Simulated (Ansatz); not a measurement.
A distorted cell of Ti₃SiC₂ (MAX-312 type, space group P6_3/mmc):

```
CELL_PARAMETERS angstrom
      3.05732     0.00000     0.00000
     -1.52866     2.64772     0.00000
      0.00000     0.00000    17.63379
ATOMIC_POSITIONS crystal
  Ti 0.00000 0.00000 0.00000
  Ti 0.00000 0.00000 0.50000
  Ti 0.33333 0.66667 0.13530
  Ti 0.66667 0.33333 0.63530
  Ti 0.66667 0.33333 0.86470
  Ti 0.33333 0.66667 0.36470
  Si 0.00000 0.00000 0.25000
  Si 0.00000 0.00000 0.75000
  C  0.33333 0.66667 0.57241
  C  0.66667 0.33333 0.07241
  C  0.66667 0.33333 0.42759
  C  0.33333 0.66667 0.92759
```

Method: PBE (plane waves to 420 eV, PAW, scalar-relativistic; Ansatz, a program for electronic structure). k mesh 14×14×3 (Γ-centred), Fermi-Dirac smearing 0.05 eV. Energies are smeared free energies. Compression counts positive. Ti3SiC2 is run without spin polarisation. Ti3SiC2 was relaxed with its symmetry unable to fall.

Q: Give the stress tensor in GPa and the pressure.

A: 
```
    2.9      0.0      0.0
    0.0      2.9      0.0
    0.0      0.0      2.9
```
The pressure, a third of the trace, is 2.9 GPa.

Q: It is the relaxed cell scaled evenly to V/V₀ = 0.985, atoms relaxed where free. What is its energy relative to the relaxed cell?

A: 2 meV/atom.

(A scan under strain: stresses follow from slopes of the energy per volume, elastic moduli from its curvatures.)
